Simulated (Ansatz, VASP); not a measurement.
One calculation of MgO, two programs

INCAR

```
ALGO = Normal
EDIFF = 1E-6
ENCUT = 520
GGA = PE
ISIF = 2
ISMEAR = 0
LASPH = T
LCHARG = F
LREAL = F
LWAVE = F
NBANDS = 11
NELM = 60
PREC = Accurate
SIGMA = 0.05
```

The input KPOINTS:

```
k-points
0
Gamma
  10 10 10
```

Contents of POSCAR:

```
MgO
1.0
    0.0000000000      2.1351500000      2.1351500000
    2.1351500000      0.0000000000      2.1351500000
    2.1351500000      2.1351500000      0.0000000000
Mg O
1 1
Direct
    0.0000000000      0.0000000000      0.0000000000
    0.3594946491      0.5000000000      0.5000000000
```

Input for Ansatz:

```yaml
crystal:
  lattice:
    - [0.0, 2.13515, 2.13515]
    - [2.13515, 0.0, 2.13515]
    - [2.13515, 2.13515, 0.0]
  atoms:
    - { symbol: Mg, position: [0.0, 0.0, 0.0] }
    - { symbol: O, position: [0.3594946491, 0.5, 0.5] }
basis:
  ecutwfc: 420
kpoints:
  mp_grid: { grid: [10, 10, 10] }
hamiltonian:
  xc: pbe
scf:
  occupations: { method: gaussian, width: 0.05 }
output:
  forces: true
  stress: true
  eigenvalues: true
  write_density: true
  write_potential: true
  elf: true
  volumetric_format: npy
```

Alike in both runs: task single point; functional PBE; k mesh 10 × 10 × 10; occupations gaussian, width 0.05 eV; no spin polarisation.

```csv
,VASP,Ansatz
version,VASP 6.6.1,Ansatz 0.2.0
potentials or method,"VASP PAW PBE potentials, release 64 (Mg, O)","scalar-relativistic, plane waves, PAW"
plane-wave cutoff (eV),520,420
valence electrons in the cell,8,16
```

```tsv
	VASP	Ansatz	Ansatz less VASP
gap on the k mesh at the Fermi level (eV)	4.26	4.28	+0.017
least direct gap on the mesh (eV)	4.28	4.29	+0.014
pressure (GPa)	13.0	13.5	+0.43
largest component of the traceless stress (GPa)	18.10	17.82	-0.283
rms of the force components (eV/Å)	1.393	1.373	-0.0202
```

Atom by atom the forces differ by 0.020 eV/Å (rms over components). The two sets of potentials don't hold the same shells in valence.

Caveats: forces of over 1 eV/Å show positions far from the minimum, so gaps and moduli don't describe the material at rest. A k mesh can miss the band edges.
